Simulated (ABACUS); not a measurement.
Runs of ABACUS 3.10.1 on CoO. Symmetry: Fm-3m, No. 225, cubic system. Conventional cell: a = 4.263 Å, b = 4.263 Å, c = 4.263 Å, α = 90.00°, β = 90.00°, γ = 90.00°. Co (site symmetry m-3m) has 6 O at 2.13 Å as nearest neighbours. O (site symmetry m-3m) has 6 Co at 2.13 Å as nearest neighbours. 

```tsv
task	level	potentials or basis	cell	k mesh	cutoff (eV)	radial cutoff of the potentials (pseudo_rcut)	SCF threshold on the density	eigensolver	symmetry key	share of exact exchange	mesh quality	gap on the mesh (eV)	pressure (GPa)	moment (μB)
single point	PBE0-type (share 0.25)	SG15 ONCV 1.2 PBE, DZP LCAO (the cutoffs set its grid)	as given	5 × 5 × 5	1361	7 bohr	1e-07	genelpa	1	0.25	coarse	none	-	3.00
relaxation of cell and atoms	HLE16	PseudoDojo NC SR 0.4.1 PBE standard, plane waves	relaxed	9 × 9 × 9	1320	10 bohr	1e-08	dav	1	-	not flagged	none	0.0	3.00
single point	PBEsol	PseudoDojo NC SR 0.4.1 PBEsol standard, plane waves	as given	11 × 11 × 11	1320	7 bohr	1e-08	dav	1	-	not flagged	none	(a)	2.98
single point	HLE16	PseudoDojo NC SR 0.4.1 PBE standard, plane waves	as given	9 × 9 × 9	1320	10 bohr	1e-08	dav	1	-	not flagged	none	-30.2	3.00
```

Alike in all rows: spin collinear, ferromagnetic start; smearing fermi-dirac 0.05 eV.

Task: Estimate the missing entries.

Result: (a) -11.1.

Caveats: some runs use coarse meshes; a cell with one magnetic atom can't hold antiferromagnetic order, which such compounds often take; the potentials were made for another functional, which shifts forces and pressure (some runs); semilocal functionals often make such compounds metallic where correlation or magnetic order opens a gap, which also shifts bond lengths (some runs); the potentials were made for a functional far from this one (some runs); the atomic orbitals were generated for these runs and aren't a published set (some runs); gaps of hybrids in this basis differ from plane-wave ones by up to 0.1 eV (some runs); the basis of atomic orbitals isn't converged, which shifts pressures, moduli and gaps (some runs).

A gap of «none» marks a metal or a gap under the smearing width.

Runs at the PBE level aren't shown here.
